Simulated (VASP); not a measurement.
# C in VASP: notebook, part 2 of 2

VASP 6.6.1.

### 3 Relaxation of the atoms, LDA

File INCAR:

```
SYSTEM = C
PREC = Accurate
ENCUT = 520
EDIFF = 1E-6
ISMEAR = 0
SIGMA = 0.03
LREAL = .FALSE.
LASPH = .TRUE.
NELM = 80
ALGO = Normal
ISIF = 2
LWAVE = .FALSE.
LCHARG = .FALSE.
LDIPOL = .TRUE.
IDIPOL = 3
DIPOL = 0.5 0.5 0.500
IBRION = 2
NSW = 80
EDIFFG = -0.02
KPAR = 4
```

File KPOINTS:

```
Automatic mesh
0
G
  12 12 1
  0 0 0
```

File POSCAR:

```
C
1.0
    2.4988616200      0.0000000000      0.0000000000
   -1.2494308100      2.1640776500      0.0000000000
    0.0000000000      0.0000000000     27.7519498300
C
14
Direct
    0.0000000000      0.0000000000      0.2702512800
    0.6666666700      0.3333333300      0.2886311800
    0.6666666700      0.3333333300      0.3437708700
    0.3333333300      0.6666666700      0.3621507700
    0.3333333300      0.6666666700      0.4172904600
    0.0000000000      0.0000000000      0.4356703600
    0.0000000000      0.0000000000      0.4908100500
    0.6666666700      0.3333333300      0.5091899500
    0.6666666700      0.3333333300      0.5643296400
    0.3333333300      0.6666666700      0.5827095400
    0.3333333300      0.6666666700      0.6378492300
    0.0000000000      0.0000000000      0.6562291300
    0.0000000000      0.0000000000      0.7113688200
    0.6666666700      0.3333333300      0.7297487200
```

Potentials or basis: VASP PAW LDA potentials, release 64 (C).

The run is started by

```console
$ cat potpaw_LDA.64/C/POTCAR > POTCAR
$ mpirun -np 4 vasp_std > vasp.out
```

OUTCAR:

```text
SYSTEM = C
   PREC = Accurate
   ENCUT = 520
   EDIFF = 1E-6
   ISMEAR = 0
   LREAL = .FALSE.
   LASPH = .TRUE.
   NELM = 80
   ISIF = 2
   IBRION = 2
   NSW = 80
   EDIFFG = -0.02

 ion  position               nearest neighbor table
   1  0.000  0.000  0.270-   2 1.53   2 1.53   2 1.53
   2  0.667  0.333  0.289-   3 1.53   1 1.53   1 1.53   1 1.53
   3  0.667  0.333  0.344-   2 1.53   4 1.53   4 1.53   4 1.53
   4  0.333  0.667  0.362-   5 1.53   3 1.53   3 1.53   3 1.53
   5  0.333  0.667  0.417-   4 1.53   6 1.53   6 1.53   6 1.53
   6  0.000  0.000  0.436-   7 1.53   5 1.53   5 1.53   5 1.53
   7  0.000  0.000  0.491-   6 1.53   8 1.53   8 1.53   8 1.53
   8  0.667  0.333  0.509-   9 1.53   7 1.53   7 1.53   7 1.53
   9  0.667  0.333  0.564-   8 1.53  10 1.53  10 1.53  10 1.53
  10  0.333  0.667  0.583-  11 1.53   9 1.53   9 1.53   9 1.53
  11  0.333  0.667  0.638-  10 1.53  12 1.53  12 1.53  12 1.53
  12  0.000  0.000  0.656-  13 1.53  11 1.53  11 1.53  11 1.53
  13  0.000  0.000  0.711-  12 1.53  14 1.53  14 1.53  14 1.53
  14  0.667  0.333  0.730-  13 1.53  13 1.53  13 1.53

  LATTYP: Found a hexagonal cell.
 ALAT       =     2.4988616200
 C/A-ratio  =    11.1058369971

  Lattice vectors:

 A1 = (   2.4988616200,   0.0000000000,   0.0000000000)
 A2 = (  -1.2494308100,   2.1640776500,   0.0000000000)
 A3 = (   0.0000000000,   0.0000000000,  27.7519498300)

Analysis of symmetry for initial positions (statically):
=====================================================================
 Subroutine PRICEL returns:
 Original cell was already a primitive cell.

 Routine SETGRP: Setting up the symmetry group for a
 hexagonal supercell.

 Subroutine GETGRP returns: Found 12 space group operations
 (whereof  6 operations were pure point group operations)
 out of a pool of 24 trial point group operations.

The static configuration has the point symmetry C_3v.
 The point group associated with its full space group is D_3d.

Analysis of symmetry for dynamics (positions and initial velocities):
=====================================================================
 Subroutine PRICEL returns:
 Original cell was already a primitive cell.

 Routine SETGRP: Setting up the symmetry group for a
 hexagonal supercell.

 Subroutine GETGRP returns: Found 12 space group operations
 (whereof  6 operations were pure point group operations)
 out of a pool of 24 trial point group operations.

The dynamic configuration has the point symmetry C_3v.
 The point group associated with its full space group is D_3d.

 Subroutine INISYM returns: Found 12 space group operations
 (whereof  6 operations are pure point group operations),
 and found     1 'primitive' translations

----------------------------------------------------------------------------------------

                                     Primitive cell

  volume of cell :     150.0751

  direct lattice vectors                    reciprocal lattice vectors
     2.498861620  0.000000000  0.000000000     0.400182224  0.231045314  0.000000000
    -1.249430810  2.164077650  0.000000000     0.000000000  0.462090628  0.000000000
     0.000000000  0.000000000 27.751949830     0.000000000  0.000000000  0.036033504

  length of vectors
     2.498861620  2.498861626 27.751949830     0.462090629  0.462090628  0.036033504

[... 100 lines left out ...]
   EDIFFG = -.2E-01   stopping-criterion for IOM
   NSW    =     80    number of steps for IOM
   IBRION =      2    ionic relax: 0-MD 1-quasi-New 2-CG
   NFREE  =      1    steps in history (QN), initial steepest desc. (CG)
   ISIF   =      2    stress and relaxation
   ISYM   =      2    0-nonsym 1-usesym 2-fastsym
   POTIM  = 0.5000    time-step for ionic-motion
   TEBEG  =    0.0;   TEEND  =   0.0 temperature during run
   PSTRESS=    0.0 pullay stress
   NELECT =      56.0000    total number of electrons
   NUPDOWN=      -1.0000    fix difference up-down
   EMIN   =  10.00;   EMAX   =-10.00  energy-range for DOS
   EFERMI =   0.00;   METHOD = LEGACY
   ISMEAR =     0;   SIGMA  =   0.03  broadening in eV -4-tet -1-fermi 0-gaus
   EFERMI_NEDOS =   21; number of points for ismear=-14 and -15
   IALGO  =     38    algorithm
   IMIX   =      4    mixing-type and parameters
     AMIX     =   0.40;   BMIX     =  1.00
     AMIX_MAG =   1.60;   BMIX_MAG =  1.00
  volume/ion in A,a.u.               =      10.72        72.34
  Fermi-wavevector in a.u.,A,eV,Ry     =   1.178604  2.227239 18.899960  1.389108
  Thomas-Fermi vector in A             =   2.314930
   LORBIT       =      0    0 simple, 1 ext, 2 COOP (PROOUT), +10 PAW based schemes
   GGA     = CA    functional components
   LHFCALC =     F    Hartree Fock is set to
   AEXX    =    0.0000 exact exchange contribution
   IVDW    =     0    specifies the selected vdW correction
   LEPSILON=     F    determine dielectric tensor
   LRPA    =     F    only Hartree local field effects (RPA)
 conjugate gradient relaxation of ions
 non-spin polarized calculation
 Gauss-broadening in eV      SIGMA  =   0.03
  energy-cutoff  :      520.00
  volume of cell :      150.08
 maximum number of plane-waves:      4078
 NGX is ok and might be reduce to    20
   NGX =  9   NGY =  9   NGZ =103

--------------------------------------- Ionic step        1  -------------------------------------------

 number of electron      56.0000000 magnetization

 Free energy of the ion-electron system (eV)
  ---------------------------------------------------
  ext. energy  EPLUGINS =         0.00000000
  ---------------------------------------------------
  free energy    TOTEN  =      -136.30186918 eV

  energy without entropy =     -136.29013665  energy(sigma->0) =     -136.29600291

------------------------ aborting loop because EDIFF is reached ----------------------------------------

  FORCE on cell =-STRESS in cart. coord.  units (eV):
  Direction    XX          YY          ZZ          XY          YZ          ZX
  --------------------------------------------------------------------------------------
  -------------------------------------------------------------------------------------
  Total       -0.4300668     -0.4300668     -2.0335778      0.0000000      0.0000000      0.0000000
  in kB       -4.5913238     -4.5913239    -21.7101497      0.0000000      0.0000000      0.0000000
  external PRESSURE =     -10.2975991 kB  Pullay stress =       0.0000000 kB
[... 125 lines left out ...]
  FREE ENERGIE OF THE ION-ELECTRON SYSTEM (eV)
  ---------------------------------------------------
  free  energy   TOTEN  =      -137.4078084320 eV

  energy  without entropy=     -137.4060434700  energy(sigma->0) =     -137.40692595

[... ionic steps 4 to 9 ...]

--------------------------------------- Ionic step       10  -------------------------------------------

 number of electron      56.0000000 magnetization

------------------------ aborting loop because EDIFF is reached ----------------------------------------
[... 91 lines left out ...]
--------------------------------------- Ionic step       12  -------------------------------------------

 number of electron      56.0000000 magnetization

 dipolmoment           0.000000      0.000000     -0.000000 electrons x Angstroem

 Free energy of the ion-electron system (eV)
  ---------------------------------------------------
  ext. energy  EPLUGINS =         0.00000000
  ---------------------------------------------------
  free energy    TOTEN  =      -137.41528048 eV

  energy without entropy =     -137.41384194  energy(sigma->0) =     -137.41456121

 E-fermi :   3.6077     XC(G=0):  -7.6087

 val. band max:        3.5762811431   @ k =   0.3333   0.0833   0.0000
 cond. band min:       3.6107258492   @ k =   0.3333   0.0000   0.0000
 fundamental gap:      0.0344447061
 Fermi energy:         3.6076664226

 k-point     1 :       0.0000    0.0000    0.0000
  band No.  band energies     occupation
      1     -19.9578      2.00000
      2     -19.3515      2.00000
      3     -18.5419      2.00000
      4     -17.5818      2.00000
      5     -16.4833      2.00000
      6     -15.2054      2.00000
[... 730 lines left out ...]
     35      10.8422      0.00000
     36      11.6230      0.00000

------------------------ aborting loop because EDIFF is reached ----------------------------------------

 vacuum level on the upper side and lower side of the slab       (xc-potential included)        -0.055        -0.055

  FORCE on cell =-STRESS in cart. coord.  units (eV):
  Direction    XX          YY          ZZ          XY          YZ          ZX
  --------------------------------------------------------------------------------------
  -------------------------------------------------------------------------------------
  Total        0.5519486      0.5519486     -0.2203617      0.0000000      0.0000000      0.0000000
  in kB        5.8925142      5.8925143     -2.3525458      0.0000000      0.0000000      0.0000000
  external PRESSURE =       3.1441609 kB  Pullay stress =       0.0000000 kB
[... 29 lines left out ...]
  FREE ENERGIE OF THE ION-ELECTRON SYSTEM (eV)
  ---------------------------------------------------
  free  energy   TOTEN  =      -137.4152804839 eV

  energy  without entropy=     -137.4138419425  energy(sigma->0) =     -137.41456121

 reached required accuracy - stopping structural energy minimisation

 vacuum level on the upper side and lower side of the slab         8.540         8.540
```

Wall time 4.2 min (4 MPI ranks of Intel Xeon Platinum 8488C (Sapphire Rapids), shared host); peak memory 0.25 GiB.

What came out:

* Free energy: -137.4153 eV
* Energy gained by relaxing: 79.5 meV/atom
* Ionic steps: 12
* Largest force after relaxing: 0.005 eV/Å
* Band gap on the k mesh: none (metal or under the smearing width)

Forces on the atoms (eV/Å):
```
C    0.000  0.000  0.005
C    0.000  0.000  0.000
C    0.000  0.000  0.002
C    0.000  0.000  0.000
C    0.000  0.000  0.005
C    0.000  0.000 -0.004
C    0.000  0.000 -0.005
C    0.000  0.000  0.005
C    0.000  0.000  0.004
C    0.000  0.000 -0.005
C    0.000  0.000  0.000
C    0.000  0.000 -0.002
C    0.000  0.000  0.000
C    0.000  0.000 -0.005
```

Step by step:
```
step  energy change (eV)  largest force (eV/Å)  pressure (GPa)
   1              0.0000                4.7972           -1.03
   2             -0.7019                2.3055            1.38
   3             -1.1059                0.3037            0.26
   4             -1.1060                0.3040            0.23
   5             -1.1089                0.3199            0.25
   6             -1.1107                0.1393            0.24
   7             -1.1122                0.1502            0.30
   8             -1.1126                0.0857            0.28
   9             -1.1133                0.0598            0.31
  10             -1.1133                0.0556            0.31
  11             -1.1133                0.0454            0.32
  12             -1.1134                0.0054            0.31
```

Final structure:
```xyz
14
Lattice="2.4989 0.0000 0.0000 -1.2494 2.1641 0.0000 0.0000 0.0000 27.7519" Properties=species:S:1:pos:R:3 pbc="T T T"
C     0.0000    0.0000    7.6271
C     1.2494    0.7214    7.8843
C     1.2494    0.7214    9.5498
C     0.0000    1.4427   10.0332
C     0.0000    1.4427   11.5795
C     0.0000    0.0000   12.0874
C     0.0000    0.0000   13.6212
C     1.2494    0.7214   14.1307
C     1.2494    0.7214   15.6645
C     0.0000    1.4427   16.1724
C     0.0000    1.4427   17.7187
C     0.0000    0.0000   18.2021
C     0.0000    0.0000   19.8676
C     1.2494    0.7214   20.1249
```

Levels at points of the mesh, in eV from the Fermi level:
```tsv
k point	band 24	band 25	band 26	band 27	band 28	band 29	band 30	band 31
(0.00, 0.00, 0.00)	-2.56	-2.56	-2.23	-2.23	0.28	0.70	3.97	3.97
(0.50, 0.00, 0.00)	-5.82	-5.51	-5.17	-5.11	-0.25	-0.24	2.81	3.11
```

### 4 Single point, LDA

File INCAR:

```
SYSTEM = C
ALGO = Fast ; DIPOL = 0.5 0.5 0.500
EDIFF = 1E-7 ; ENCUT = 520
ICORELEVEL = 1 ; IDIPOL = 3
ISIF = 2 ; ISMEAR = 0
KPAR = 4 ; LASPH = .TRUE.
LCHARG = .FALSE. ; LDIPOL = .TRUE.
LREAL = .FALSE. ; LVACPOTAV = .TRUE.
LVHAR = .TRUE. ; LWAVE = .FALSE.
NBANDS = 41 ; NELM = 80
PREC = Accurate ; SIGMA = 0.03
```

File KPOINTS:

```
k-points
0
G
  12 12 1
  0 0 0
```

File POSCAR:

```
C                                       
1.0
    2.4988616200      0.0000000000      0.0000000000
   -1.2494308100      2.1640776500      0.0000000000
    0.0000000000      0.0000000000     27.7519498300
  C             
    14
Direct
     0.0000000000000000    0.0000000000000000    0.2748308705745069
     0.6666666699999979    0.3333333300000021    0.2841000969129593
     0.6666666699999979    0.3333333300000021    0.3441131359638145
     0.3333333300000021    0.6666666699999979    0.3615314214228670
     0.3333333300000021    0.6666666699999979    0.4172516953524323
     0.0000000000000000    0.0000000000000000    0.4355515669817683
     0.0000000000000000    0.0000000000000000    0.4908201624212863
     0.6666666699999979    0.3333333300000021    0.5091798375787137
     0.6666666699999979    0.3333333300000021    0.5644484330182318
     0.3333333300000021    0.6666666699999979    0.5827483046475677
     0.3333333300000021    0.6666666699999979    0.6384685785771329
     0.0000000000000000    0.0000000000000000    0.6558868640361853
     0.0000000000000000    0.0000000000000000    0.7158999030870408
     0.6666666699999979    0.3333333300000021    0.7251691294254933
```

Potentials or basis: VASP PAW LDA potentials, release 64 (C).

The run is started by

```console
$ cat potpaw_LDA.64/C/POTCAR > POTCAR
$ mpirun -np 4 vasp_std > vasp.out
```

OUTCAR:

```text
SYSTEM = C
   EDIFF = 1E-7
   ENCUT = 520
   ISIF = 2
   ISMEAR = 0
   LASPH = .TRUE.
   LREAL = .FALSE.
   NELM = 80
   PREC = Accurate

 ion  position               nearest neighbor table
   1  0.000  0.000  0.275-   2 1.47   2 1.47   2 1.47
   2  0.667  0.333  0.284-   1 1.47   1 1.47   1 1.47   3 1.67
   3  0.667  0.333  0.344-   4 1.52   4 1.52   4 1.52   2 1.67
   4  0.333  0.667  0.362-   3 1.52   3 1.52   3 1.52   5 1.55
   5  0.333  0.667  0.417-   6 1.53   6 1.53   6 1.53   4 1.55
   6  0.000  0.000  0.436-   5 1.53   5 1.53   5 1.53   7 1.53
   7  0.000  0.000  0.491-   8 1.53   8 1.53   8 1.53   6 1.53
   8  0.667  0.333  0.509-   7 1.53   7 1.53   7 1.53   9 1.53
   9  0.667  0.333  0.564-  10 1.53  10 1.53  10 1.53   8 1.53
  10  0.333  0.667  0.583-   9 1.53   9 1.53   9 1.53  11 1.55
  11  0.333  0.667  0.638-  12 1.52  12 1.52  12 1.52  10 1.55
  12  0.000  0.000  0.656-  11 1.52  11 1.52  11 1.52  13 1.67
[... 1075 lines left out ...]
 -----------------------------------------------------------------------------------
      0.00000      0.00000      7.62709        -0.000000      0.000000      0.005433
      1.24943      0.72136      7.88433         0.000000     -0.000000      0.000291
      1.24943      0.72136      9.54981         0.000000      0.000000      0.001840
     -0.00000      1.44272     10.03320        -0.000000      0.000000      0.000014
     -0.00000      1.44272     11.57955         0.000000     -0.000000      0.004928
      0.00000      0.00000     12.08741         0.000000      0.000000     -0.004371
      0.00000      0.00000     13.62122        -0.000000      0.000000     -0.005391
      1.24943      0.72136     14.13073         0.000000     -0.000000      0.005391
      1.24943      0.72136     15.66454        -0.000000     -0.000000      0.004371
     -0.00000      1.44272     16.17240        -0.000000      0.000000     -0.004928
     -0.00000      1.44272     17.71875         0.000000     -0.000000     -0.000014
      0.00000      0.00000     18.20214        -0.000000      0.000000     -0.001840
      0.00000      0.00000     19.86762         0.000000      0.000000     -0.000291
      1.24943      0.72136     20.12486         0.000000      0.000000     -0.005433
 -----------------------------------------------------------------------------------
    total drift:                               -0.000002      0.000001      0.000009

  FREE ENERGIE OF THE ION-ELECTRON SYSTEM (eV)
  ---------------------------------------------------
  free  energy   TOTEN  =      -137.4152804600 eV

  energy  without entropy=     -137.4138417361  energy(sigma->0) =     -137.41456110

 vacuum level on the upper side and lower side of the slab         8.549         8.549
```

stdout:

```text
POSCAR found type information on POSCAR C
 POSCAR found :  1 types and      14 ions
 scaLAPACK will be used
 LDA part: xc-table for (Slater(with rela. corr.)+CA(PZ))
 , standard interpolation
 POSCAR, INCAR and KPOINTS ok, starting setup
 FFT: planning ... GRIDC
 FFT: planning ... GRID_SOFT
 FFT: planning ... GRID
 WAVECAR not read
 entering main loop
 -----------------------------------------------------------------------------
|                                                                             |
|           W    W    AA    RRRRR   N    N  II  N    N   GGGG   !!!           |
|           W    W   A  A   R    R  NN   N  II  NN   N  G    G  !!!           |
|           W    W  A    A  R    R  N N  N  II  N N  N  G       !!!           |
|           W WW W  AAAAAA  RRRRR   N  N N  II  N  N N  G  GGG   !            |
|           WW  WW  A    A  R   R   N   NN  II  N   NN  G    G                |
|           W    W  A    A  R    R  N    N  II  N    N   GGGG   !!!           |
|                                                                             |
|     Did not find any points to average over, which means that no vacuum     |
|     field-free region was found. Please increase the size of  your cell     |
|     in the dimension of the dipole correction to obtain accurate            |
|     workfunction values.                                                    |
|                                                                             |
 -----------------------------------------------------------------------------
```

It took 63 s on 4 MPI ranks of Intel Xeon Platinum 8488C (Sapphire Rapids), shared host; peak memory 0.24 GiB.

What came out:

* Free energy: -137.4153 eV
* Largest force: 0.005 eV/Å
* Band gap on the k mesh: none (metal or under the smearing width)
* Work function of the upper face: 4.94 eV
* Work function of the lower face: 4.94 eV

Forces on the atoms (eV/Å):
```
C    0.000  0.000  0.005
C    0.000  0.000  0.000
C    0.000  0.000  0.002
C    0.000  0.000  0.000
C    0.000  0.000  0.005
C    0.000  0.000 -0.004
C    0.000  0.000 -0.005
C    0.000  0.000  0.005
C    0.000  0.000  0.004
C    0.000  0.000 -0.005
C    0.000  0.000  0.000
C    0.000  0.000 -0.002
C    0.000  0.000  0.000
C    0.000  0.000 -0.005
```

Levels at points of the mesh, in eV from the Fermi level:
```csv
k point,band 25,band 26,band 27,band 28,band 29,band 30
"(0.00, 0.00, 0.00)",-2.56,-2.23,-2.23,0.28,0.70,3.97
"(0.50, 0.00, 0.00)",-5.51,-5.17,-5.11,-0.25,-0.24,2.81
```

Core levels (eV, on the scale of the bands):
```
atom     levels
 1 C  1s -259.1
 2 C  1s -260.2
 3 C  1s -261.2
 4 C  1s -260.9
 5 C  1s -261.2
 6 C  1s -261.1
```
